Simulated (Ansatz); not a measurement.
Crystal structures of ruthenium under PBEsol

The calculation used DFT, PBEsol, plane waves (420 eV) with PAW, scalar-relativistic in Ansatz 0.2.0. (PAW data from PBE, frozen cores regenerated.)

Each structure is relaxed within its own symmetry, so a high-lying one may be dynamically unstable.

Rank these structures of ruthenium by energy per atom, lowest first.
A. A15
B. hcp
C. fcc
D. simple cubic
E. dhcp
F. bcc
G. diamond
H. omega (AlB2-type)

B (0 meV/atom), E (86 meV/atom), C (121 meV/atom), H (282 meV/atom), A (420 meV/atom), F (664 meV/atom), D (1229 meV/atom), G (1373 meV/atom).

| structure | ΔE (meV/atom) | V (Å³/atom) | cell | magnetic state |
| --- | --- | --- | --- | --- |
| hcp | 0 | 13.32 | a = 2.694 Å, c = 4.240 Å (c/a = 1.574) | non-magnetic |
| dhcp | 86 | 13.38 | a = 2.680 Å, c = 8.606 Å (c/a = 3.211) | spin not included |
| fcc | 121 | 13.40 | a = 3.770 Å | spin not included |
| omega (AlB2-type) | 282 | 13.65 | a = 4.224 Å, c = 2.651 Å (c/a = 0.628) | spin not included |
| A15 | 420 | 13.75 | a = 4.791 Å | spin not included |
| bcc | 664 | 13.77 | a = 3.020 Å | spin not included |
| simple cubic | 1229 | 15.27 | a = 2.481 Å | spin not included |
| diamond | 1373 | 19.59 | a = 5.392 Å | spin not included |

ΔE counts from hcp.

Differences under about 8 meV lie within the error of the k-point mesh.
